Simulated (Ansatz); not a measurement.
**Zincblende alloy of GaN and AlN (60 of 64 Ga sites exchanged), 128 atoms**

Ansatz, PAW, plane waves. PBEsol relaxation of volume and atoms (shape held) at the single k point (½, ½, ½); single points on the relaxed atoms at the Γ point alone, onto which points of the small cell's zone fold. Arrangement: quasirandom. No spin–orbit coupling unless named.

Relaxed structure:

```cif
data_structure
_symmetry_space_group_name_H-M 'P 1'
_symmetry_Int_Tables_number 1
_cell_length_a 12.4032
_cell_length_b 12.4032
_cell_length_c 12.4032
_cell_angle_alpha 60.000
_cell_angle_beta 60.000
_cell_angle_gamma 60.000
_cell_volume 1349.23
loop_
_atom_site_label
_atom_site_type_symbol
_atom_site_fract_x
_atom_site_fract_y
_atom_site_fract_z
_atom_site_occupancy
Al1 Al 0.99981 0.99888 0.00100 1
Al2 Al 0.49978 0.00071 0.99999 1
Al3 Al 0.00005 0.49988 0.00007 1
Al4 Al 0.99984 0.99971 0.49996 1
Al5 Al 0.24995 0.24982 0.24991 1
Al6 Al 0.49892 0.49911 0.00083 1
Al7 Al 0.50002 0.99985 0.49983 1
Al8 Al 0.74978 0.24973 0.25022 1
Al9 Al 0.00063 0.50049 0.49860 1
Al10 Al 0.25087 0.24974 0.74993 1
Al11 Al 0.49973 0.49980 0.49999 1
Al12 Al 0.75002 0.74990 0.24993 1
Al13 Al 0.74915 0.24909 0.74977 1
Al14 Al 0.24977 0.74966 0.75014 1
Al15 Al 0.75060 0.75074 0.74918 1
Al16 Al 0.99895 0.00068 0.25006 1
Al17 Al 0.24985 0.25006 0.00003 1
Al18 Al 0.50001 0.99985 0.25010 1
Al19 Al 0.74918 0.24897 0.00169 1
Al20 Al 0.99993 0.49985 0.24979 1
Al21 Al 0.24906 0.74945 0.99938 1
Al22 Al 0.99988 0.99892 0.75000 1
Al23 Al 0.25087 0.24949 0.49932 1
Al24 Al 0.50048 0.49841 0.25080 1
Al25 Al 0.75093 0.74982 0.99994 1
Al26 Al 0.49994 0.00069 0.74911 1
Al27 Al 0.74976 0.24977 0.49992 1
Al28 Al 0.00076 0.50051 0.74997 1
Al29 Al 0.24975 0.74968 0.50107 1
Al30 Al 0.49904 0.49974 0.74994 1
Al31 Al 0.74974 0.75079 0.49917 1
Al32 Al 0.99975 0.24989 0.00086 1
Al33 Al 0.24982 0.00067 0.24997 1
Al34 Al 0.49985 0.24992 0.00000 1
Al35 Al 0.74977 0.99984 0.25011 1
Al36 Al 0.99992 0.74966 0.00002 1
Al37 Al 0.99979 0.24972 0.49932 1
Al38 Al 0.24982 0.49911 0.24986 1
Al39 Al 0.25084 0.99895 0.74996 1
Al40 Al 0.49998 0.24967 0.49999 1
Al41 Al 0.74990 0.49984 0.24999 1
Al42 Al 0.74979 0.99978 0.75001 1
Al43 Al 0.99907 0.74975 0.50084 1
Al44 Al 0.24993 0.49977 0.75014 1
Al45 Al 0.49997 0.74978 0.50011 1
Al46 Al 0.24904 0.00152 0.99922 1
Al47 Al 0.75002 0.99984 0.00003 1
Al48 Al 0.99979 0.24992 0.25004 1
Al49 Al 0.24971 0.49974 0.00001 1
Al50 Al 0.24991 0.99981 0.50014 1
Al51 Al 0.49994 0.24956 0.25016 1
Al52 Al 0.75074 0.49901 0.00081 1
Al53 Al 0.74979 0.99996 0.49989 1
Al54 Al 0.99909 0.74976 0.24994 1
Al55 Al 0.24980 0.49892 0.50093 1
Al56 Al 0.50070 0.74970 0.25082 1
Al57 Al 0.49987 0.24986 0.74992 1
Al58 Al 0.74981 0.49974 0.49933 1
Al59 Al 0.99995 0.74980 0.75011 1
Al60 Al 0.49912 0.75056 0.74913 1
Ga1 Ga 0.24907 0.74991 0.25096 1
Ga2 Ga 0.50085 0.74986 0.99922 1
Ga3 Ga 0.74912 0.50084 0.75007 1
Ga4 Ga 0.00093 0.24891 0.75005 1
N1 N 0.06194 0.06281 0.06272 1
N2 N 0.56257 0.06276 0.06265 1
N3 N 0.06249 0.56238 0.06257 1
N4 N 0.06241 0.06232 0.56258 1
N5 N 0.31290 0.31195 0.31226 1
N6 N 0.56407 0.55761 0.06412 1
N7 N 0.56255 0.06271 0.56213 1
N8 N 0.81237 0.31244 0.31260 1
N9 N 0.06242 0.56232 0.56271 1
N10 N 0.31407 0.81396 0.31437 1
N11 N 0.31281 0.31247 0.81268 1
N12 N 0.56240 0.56229 0.56258 1
N13 N 0.81206 0.81286 0.31224 1
N14 N 0.80940 0.30929 0.81555 1
N15 N 0.31244 0.81220 0.81231 1
N16 N 0.81259 0.81270 0.81264 1
N17 N 0.06242 0.06245 0.31253 1
N18 N 0.31247 0.31246 0.06255 1
N19 N 0.56252 0.06236 0.31262 1
N20 N 0.81272 0.31196 0.06277 1
N21 N 0.06279 0.56272 0.31175 1
N22 N 0.30930 0.81539 0.05946 1
N23 N 0.06443 0.05698 0.81429 1
N24 N 0.31259 0.31183 0.56294 1
N25 N 0.56239 0.56237 0.31257 1
N26 N 0.81288 0.81252 0.06261 1
N27 N 0.56236 0.06247 0.81256 1
N28 N 0.81238 0.31233 0.56249 1
N29 N 0.06290 0.56276 0.81277 1
N30 N 0.31255 0.81239 0.56302 1
N31 N 0.55717 0.56422 0.81422 1
N32 N 0.81228 0.81262 0.56247 1
N33 N 0.06250 0.31255 0.06293 1
N34 N 0.31258 0.06268 0.31270 1
N35 N 0.56216 0.31203 0.06305 1
N36 N 0.81196 0.06280 0.31267 1
N37 N 0.06207 0.81189 0.06303 1
N38 N 0.06413 0.31381 0.55787 1
N39 N 0.31386 0.55766 0.31426 1
N40 N 0.56422 0.81399 0.06418 1
N41 N 0.31263 0.06274 0.81213 1
N42 N 0.56239 0.31241 0.56254 1
N43 N 0.81255 0.56247 0.31212 1
N44 N 0.81252 0.06196 0.81258 1
N45 N 0.06241 0.81229 0.56268 1
N46 N 0.31198 0.56239 0.81272 1
N47 N 0.56259 0.81254 0.56212 1
N48 N 0.81417 0.56414 0.81422 1
N49 N 0.31234 0.06257 0.06253 1
N50 N 0.81258 0.06201 0.06299 1
N51 N 0.06252 0.31249 0.31213 1
N52 N 0.31193 0.56232 0.06288 1
N53 N 0.31266 0.06227 0.56264 1
N54 N 0.56276 0.31161 0.31300 1
N55 N 0.81266 0.56248 0.06283 1
N56 N 0.81240 0.06239 0.56256 1
N57 N 0.05714 0.81406 0.31451 1
N58 N 0.06422 0.31399 0.81420 1
N59 N 0.31231 0.56231 0.56271 1
N60 N 0.56292 0.81249 0.31300 1
N61 N 0.56201 0.31248 0.81256 1
N62 N 0.81397 0.56403 0.55787 1
N63 N 0.06253 0.81184 0.81271 1
N64 N 0.56431 0.81407 0.80728 1
```

(1) What are the mean bond lengths by pair (pairs within 1.2 times the sum of covalent radii, less contacts 15 % beyond the pair's median; cation–cation pairs of compounds aside; long ionic contacts are cut short by that bound)?

(2) What gap lies between the top filled and the lowest empty level in the single points?

Results:

(1) Al–N 1.896 ± 0.003 Å (standard deviation, 240 bonds); Ga–N 1.945 ± 0.003 Å (standard deviation, 16 bonds).

(2) HSE06 4.52 eV (25 s on NVIDIA GB200); r²SCAN 3.88 eV (4.8 s on NVIDIA GB200).
